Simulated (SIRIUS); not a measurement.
**MgO under changes of volume**

One of the cells (9.406 Å³/atom); the others are scaled copies at fixed shape and fractional positions:

```
CELL_PARAMETERS angstrom
0.00000 2.11089 2.11089
2.11089 0.00000 2.11089
2.11089 2.11089 0.00000
ATOMIC_POSITIONS crystal
Mg 0.00000 0.00000 0.00000
O 0.50000 0.50000 0.50000
```

The cell is a database's computed one.

| Property | Result |
| --- | --- |
| Program | SIRIUS 7.12.0 |
| Functional | PBEsol |
| Potentials or basis | PseudoDojo 0.4.1 PBEsol standard (scalar relativistic) |
| Cutoff | 1152 eV |
| Density cutoff | 4606 eV |
| k mesh | 11 × 11 × 11 |
| Occupations | fermi-dirac, width 0.05 eV |
| Spin | no spin polarisation |

| volume (Å³/atom) | energy over the lowest point (meV/atom) | pressure (GPa) | gap on the mesh (eV) |
| --- | --- | --- | --- |
| 8.668 | ? | ? | ? |
| 8.853 | 14.33 | 9.6 | 5.20 |
| 9.037 | 5.43 | 5.8 | 4.99 |
| 9.406 | 0.00 | -0.9 | 4.60 |
| 9.590 | 2.68 | -3.8 | 4.41 |
| 9.775 | 8.50 | -6.4 | 4.24 |

Task: What does the run at 8.668 Å³/atom give?

Result: Energy over the lowest point 27.93 meV/atom; pressure 14.0 GPa; gap on the mesh 5.43 eV.

Worked out: A Birch-Murnaghan fit of order 3 (a polynomial in V^(-2/3)) to the other rows has its minimum at 9.35 Å³/atom with B0 = V·E''(V) = 157 GPa and B' = 4.3. It gives 28.07 meV/atom at 8.668 Å³/atom, against the run's 27.93, and -dE/dV = 14.1 GPa, against 14.0. A straight line through the other rows of the gap, of slope -9.72 eV per unit of ln V, extrapolates to 5.40 eV, against the run's 5.43.

Energies are extrapolated to zero smearing.

Caveats: an odd mesh through Γ misses points on the zone boundary, where band edges often lie.
